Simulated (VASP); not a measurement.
# TiS2 in VASP: work function with PBE

Aim: the work function of TiS2 with PBE.

Everything below comes from runs of VASP 6.6.1. Logs are shortened: lines on timing, memory, paths and dates and some standing lists are left out, and cuts for length are marked.

**1. Starting point**

The cell holds a sheet with vacuum, 3 atoms: a = 3.414 Å, b = 3.414 Å, c = 18.860 Å, α = 90.00°, β = 90.00°, γ = 120.00°.

The cell was built by a generator and needn't be a form met in nature.

**2. Work function, PBE, non-collinear spin, zero start, spin-orbit coupling**

Contents of INCAR:

```
PREC = Accurate
ENCUT = 520
EDIFF = 1E-7
ISMEAR = 0
SIGMA = 0.08
LREAL = F
LASPH = T
NELM = 60
ALGO = Normal
ISIF = 2
LWAVE = F
LCHARG = T
MAGMOM = 0 0 0 0 0 0 0 0 0
LORBIT = 11
LSORBIT = T
GGA_COMPAT = F
LMAXMIX = 4
LDIPOL = T
IDIPOL = 3
DIPOL = 0.5 0.5 0.500
GGA = PE
LVHAR = T
LVACPOTAV = T
KPAR = 4
```

Contents of KPOINTS:

```
Automatic mesh
0
Gamma
  12 12 1
```

Contents of POSCAR:

```
TiS2                                    
1.0
    3.4139321886      0.0000000000      0.0000000000
   -1.7069660943      2.9565519992      0.0000000000
    0.0000000000      0.0000000000     18.8600000000
  S               Ti            
     2     1
Direct
     0.3333330000000032    0.6666669999999968    0.4254215618570186
     0.6666669999999968    0.3333330000000032    0.5745784381429815
     1.0000000000000000    0.0000000000000000    0.5000000000000000
```

Potentials or basis: VASP PAW PBE potentials, release 64 (S, Ti_sv).

Started as:

```bash
$ cat potpaw_PBE.64/S/POTCAR potpaw_PBE.64/Ti_sv/POTCAR > POTCAR
$ mpirun -np 4 vasp_ncl > vasp.out
```

OUTCAR:

```text
PREC = Accurate
   ENCUT = 520
   EDIFF = 1E-7
   ISMEAR = 0
   LREAL = F
   LASPH = T
   NELM = 60
   ISIF = 2
   LORBIT = 11
   LSORBIT = T
   GGA = PE

 ion  position               nearest neighbor table
   1  0.333  0.667  0.425-   3 2.42   3 2.42   3 2.42
   2  0.667  0.333  0.575-   3 2.42   3 2.42   3 2.42
   3  0.000  0.000  0.500-   1 2.42   2 2.42   1 2.42   2 2.42   2 2.42   1 2.42

  LATTYP: Found a hexagonal cell.
 ALAT       =     3.4139321886
 C/A-ratio  =     5.5244213880

  Lattice vectors:

 A1 = (   3.4139321886,   0.0000000000,   0.0000000000)
 A2 = (  -1.7069660943,   2.9565519992,   0.0000000000)
 A3 = (   0.0000000000,   0.0000000000,  18.8600000000)

Analysis of symmetry for initial positions (statically):
=====================================================================
 Subroutine PRICEL returns:
 Original cell was already a primitive cell.

 Routine SETGRP: Setting up the symmetry group for a
 hexagonal supercell.

 Subroutine GETGRP returns: Found 12 space group operations
 (whereof 12 operations were pure point group operations)
 out of a pool of 24 trial point group operations.

The static configuration has the point symmetry D_3d.

Analysis of symmetry for dynamics (positions and initial velocities):
=====================================================================
 Subroutine PRICEL returns:
 Original cell was already a primitive cell.

 Routine SETGRP: Setting up the symmetry group for a
 hexagonal supercell.

 Subroutine GETGRP returns: Found 12 space group operations
 (whereof 12 operations were pure point group operations)
 out of a pool of 24 trial point group operations.

The dynamic configuration has the point symmetry D_3d.

Analysis of structural, dynamic, and magnetic symmetry:
=====================================================================
 Subroutine PRICEL returns:
[... 837 lines left out ...]

  FORCE on cell =-STRESS in cart. coord.  units (eV):
  Direction    XX          YY          ZZ          XY          YZ          ZX
  --------------------------------------------------------------------------------------
  -------------------------------------------------------------------------------------
  Total        0.2155337      0.2155337      0.4407867      0.0000000      0.0000000      0.0000000
  in kB        1.8140266      1.8140266      3.7098553      0.0000000      0.0000000      0.0000000
  external PRESSURE =       2.4459695 kB  Pullay stress =       0.0000000 kB

 VOLUME and BASIS-vectors are now :
 -----------------------------------------------------------------------------
  energy-cutoff  :      520.00
  volume of cell :      190.36
      direct lattice vectors                 reciprocal lattice vectors
     3.413932189  0.000000000  0.000000000     0.292917359  0.169115916  0.000000000
    -1.706966094  2.956551999  0.000000000     0.000000000  0.338231832  0.000000000
     0.000000000  0.000000000 18.860000000     0.000000000  0.000000000  0.053022269

 POSITION                                       TOTAL-FORCE (eV/Angst)
 -----------------------------------------------------------------------------------
     -0.00000      1.97104      8.02345        -0.000000      0.000000     -0.164110
      1.70697      0.98552     10.83655         0.000000     -0.000000      0.164110
      0.00000      0.00000      9.43000         0.000000      0.000000      0.000000
 -----------------------------------------------------------------------------------
    total drift:                                0.000000      0.000000     -0.000000

  FREE ENERGIE OF THE ION-ELECTRON SYSTEM (eV)
  ---------------------------------------------------
  free  energy   TOTEN  =       -19.9617055652 eV

  energy  without entropy=      -19.9602697560  energy(sigma->0) =      -19.96098766

 vacuum level on the upper side and lower side of the slab         3.379         3.379

 Spin-Orbit-Coupling matrix elements

 Ion:    1  E_soc:     -0.0021260
 l=   1
     0.0000000    -0.0003378    -0.0003873
    -0.0003378     0.0000000    -0.0003378
    -0.0003873    -0.0003378     0.0000000
 l=   2
     0.0000000     0.0000000     0.0000000     0.0000000     0.0000000
     0.0000000     0.0000000     0.0000000     0.0000000     0.0000000
     0.0000000     0.0000000     0.0000000     0.0000000     0.0000000
     0.0000000     0.0000000     0.0000000     0.0000000     0.0000000
     0.0000000     0.0000000     0.0000000     0.0000000     0.0000000
 l=   3
     0.0000000     0.0000000     0.0000000     0.0000000     0.0000000     0.0000000     0.0000000
     0.0000000     0.0000000     0.0000000     0.0000000     0.0000000     0.0000000     0.0000000
     0.0000000     0.0000000     0.0000000     0.0000000     0.0000000     0.0000000     0.0000000
     0.0000000     0.0000000     0.0000000     0.0000000     0.0000000     0.0000000     0.0000000
[... 29 lines left out ...]
 l=   2
     0.0000000    -0.0000276     0.0000000    -0.0000276    -0.0000611
    -0.0000276     0.0000000    -0.0000542    -0.0000453    -0.0000276
     0.0000000    -0.0000542     0.0000000    -0.0000542     0.0000000
    -0.0000276    -0.0000453    -0.0000542     0.0000000    -0.0000276
    -0.0000611    -0.0000276     0.0000000    -0.0000276     0.0000000
 l=   3
     0.0000000     0.0000000     0.0000000     0.0000000     0.0000000     0.0000000     0.0000000
     0.0000000     0.0000000     0.0000000     0.0000000     0.0000000     0.0000000     0.0000000
     0.0000000     0.0000000     0.0000000     0.0000000     0.0000000     0.0000000     0.0000000
     0.0000000     0.0000000     0.0000000     0.0000000     0.0000000     0.0000000     0.0000000
     0.0000000     0.0000000     0.0000000     0.0000000     0.0000000     0.0000000     0.0000000
     0.0000000     0.0000000     0.0000000     0.0000000     0.0000000     0.0000000     0.0000000
     0.0000000     0.0000000     0.0000000     0.0000000     0.0000000     0.0000000     0.0000000

 total charge

# of ion       s       p       d       tot
------------------------------------------
    1        1.354   2.383   0.000   3.737
    2        1.354   2.383   0.000   3.737
    3        2.190   6.196   1.792  10.178
--------------------------------------------------
tot          4.899  10.961   1.792  17.651

 magnetization (x)

# of ion       s       p       d       tot
------------------------------------------
    1        0.000   0.000   0.000   0.000
    2        0.000   0.000   0.000   0.000
    3        0.000   0.000  -0.000  -0.000
--------------------------------------------------
tot          0.000   0.000  -0.000  -0.000

 magnetization (y)

# of ion       s       p       d       tot
------------------------------------------
    1        0.000   0.000   0.000   0.000
    2        0.000   0.000   0.000   0.000
    3        0.000   0.000   0.000   0.000
--------------------------------------------------
tot          0.000   0.000   0.000   0.000

 magnetization (z)

# of ion       s       p       d       tot
------------------------------------------
    1        0.000   0.000   0.000   0.000
    2        0.000   0.000   0.000   0.000
    3        0.000   0.000  -0.000  -0.000
--------------------------------------------------
tot          0.000   0.000  -0.000  -0.000
```

OSZICAR:

```text
N       E                     dE             d eps       ncg     rms          rms(c)
DAV:   1     0.227372367733E+03    0.22737E+03   -0.10673E+04  1480   0.123E+03
DAV:   2     0.105870257875E+02   -0.21679E+03   -0.20971E+03  1536   0.326E+02
[... 20 lines left out ...]
DAV:  23    -0.199616986873E+02   -0.83530E-05   -0.42829E-07  1288   0.270E-03    0.149E-03
DAV:  24    -0.199617029842E+02   -0.42969E-05   -0.16557E-07  1112   0.181E-03    0.820E-04
DAV:  25    -0.199617036318E+02   -0.64764E-06   -0.12853E-08   872   0.911E-04    0.268E-04
DAV:  26    -0.199617051912E+02   -0.15593E-05   -0.73537E-08   976   0.874E-04    0.147E-04
DAV:  27    -0.199617055128E+02   -0.32161E-06   -0.16291E-08   912   0.493E-04    0.138E-04
DAV:  28    -0.199617055652E+02   -0.52428E-07   -0.25173E-09   792   0.286E-04
   1 F= -.19961706E+02 E0= -.19960988E+02  d E =-.143581E-02  mag=     0.0000     0.0000     0.0000
```

stdout:

```text
POSCAR found type information on POSCAR S Ti
 POSCAR found :  2 types and       3 ions
 scaLAPACK will be used
 LDA part: xc-table for (Slater+PW92), standard interpolation
 POSCAR, INCAR and KPOINTS ok, starting setup
 FFT: planning ... GRIDC
 FFT: planning ... GRID_SOFT
 FFT: planning ... GRID
 WAVECAR not read
 entering main loop
 -----------------------------------------------------------------------------
|                                                                             |
|           W    W    AA    RRRRR   N    N  II  N    N   GGGG   !!!           |
|           W    W   A  A   R    R  NN   N  II  NN   N  G    G  !!!           |
|           W    W  A    A  R    R  N N  N  II  N N  N  G       !!!           |
|           W WW W  AAAAAA  RRRRR   N  N N  II  N  N N  G  GGG   !            |
|           WW  WW  A    A  R   R   N   NN  II  N   NN  G    G                |
|           W    W  A    A  R    R  N    N  II  N    N   GGGG   !!!           |
|                                                                             |
|     Did not find any points to average over, which means that no vacuum     |
|     field-free region was found. Please increase the size of  your cell     |
|     in the dimension of the dipole correction to obtain accurate            |
|     workfunction values.                                                    |
|                                                                             |
 -----------------------------------------------------------------------------
```

Run time: 5.6 min. Hardware: 4 MPI ranks of AMD EPYC 7R13 (Zen 3), shared host; peak memory 0.93 GiB.

Results:

| Quantity | Value |
| --- | --- |
| Free energy | -19.9617 eV |
| Largest force | 0.164 eV/Å |
| Net moment | 0.00 μB per cell |
| Valence electrons inside the program's atomic spheres | S 3.74; Ti 10.18 |
| Work function of the upper face | 5.75 eV |
| Work function of the lower face | 5.75 eV |

Forces in eV/Å, atoms in the order of the input:
```
S    0.000  0.000 -0.164
S    0.000  0.000  0.164
Ti   0.000  0.000  0.000
```

Moments on the atoms (μB; x, y, z):
```
S   0.00 0.00 0.00
S   0.00 0.00 0.00
Ti  0.00 0.00 0.00
```
